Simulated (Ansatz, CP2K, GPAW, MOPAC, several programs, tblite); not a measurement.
**Be2C: cheap methods against density-functional theory**

Aim: run Be2C through methods of unlike cost and see what each gets, and at what price.

Computed with MOPAC, tblite, CP2K, GPAW, Ansatz (versions at each run) (no spin polarisation, static lattice; gaps from single points on the cell relaxed beforehand with r²SCAN, unless a step's input says otherwise).

### 1 The starting structure

Symmetry: Fm-3m, No. 225, cubic system. The conventional cell has a = 4.321 Å, b = 4.321 Å, c = 4.321 Å, α = 90.00°, β = 90.00°, γ = 90.00°. Be (site symmetry -43m) has 4 C at 1.87 Å as nearest neighbours. C (site symmetry m-3m) is surrounded by 8 Be at 1.87 Å.

Coordinates:

```xyz
3
Lattice="0.0000 2.1605 2.1605 2.1605 0.0000 2.1605 2.1605 2.1605 0.0000" Properties=species:S:1:pos:R:3 pbc="T T T"
Be    3.2407    3.2407    3.2407
Be    1.0802    1.0802    1.0802
C     0.0000    0.0000    0.0000
```

The structure type (database structure) is imposed and need not be the compound's stable one.

**Question.** The methods are PM6, PM7, GFN1-xTB (tblite), GFN2-xTB (tblite), PBE/DZVP, PBE/single-zeta, PBE/SZV, coarse PBE, GLLB-SC, PBE, r2SCAN. What gap does r2SCAN give on this cell, and which other methods (full PBE left aside) come nearest to r2SCAN and farthest in gap, volume and bulk modulus?

| quantity | value |
| --- | --- |
| r2SCAN | gap 1.53 eV, 6.72 Å³/atom, B₀ 207 GPa |
| gap: nearest and farthest of the other methods | coarse PBE, GLLB-SC (about 0.47 eV off); PM6 (+9.59 eV) |
| volume: nearest and farthest of the other methods | PBE/DZVP (+1.6 %), GFN2-xTB (tblite) (+3.2 %) |
| bulk modulus: nearest and farthest of the other methods | GFN2-xTB (tblite) (-4 %), PBE/DZVP (-8 %) |

What this shows: For the gap (full PBE left aside), coarse PBE, GLLB-SC tie for nearest to r2SCAN; PM6 is farthest. For the volume, of the 2 methods compared (full PBE left aside), PBE/DZVP comes nearest to r2SCAN and GFN2-xTB (tblite) is farthest. For the bulk modulus, of the 2 methods compared (full PBE left aside), GFN2-xTB (tblite) comes nearest to r2SCAN and PBE/DZVP is farthest. A minimal basis or a coarse cutoff and mesh shifts results by its own error, so closeness to r2SCAN can be chance. Cluster runs see only the k-points that fold onto the zone centre, so their gaps can miss the band edges. GLLB-SC is compared with its derivative discontinuity added. No volume is given for PM6, PM7, GFN1-xTB (tblite), PBE/single-zeta, PBE/SZV, coarse PBE, which can hide a larger miss. Overlaps count as a gap of zero in the misses; they are PBE/SZV -1.52 eV. CPU times run from 0.43 s (coarse PBE) to 25 s (PBE/DZVP). On this cell PM6, PM7, GFN1-xTB (tblite), GFN2-xTB (tblite), PBE/DZVP, PBE/single-zeta, PBE/SZV, GLLB-SC cost more than r2SCAN itself (2.2 s), so they are no saving here. PBE/SZV disagrees with r2SCAN even on whether there is a gap. r2SCAN is a yardstick, not the truth: it usually gives gaps below the measured ones.
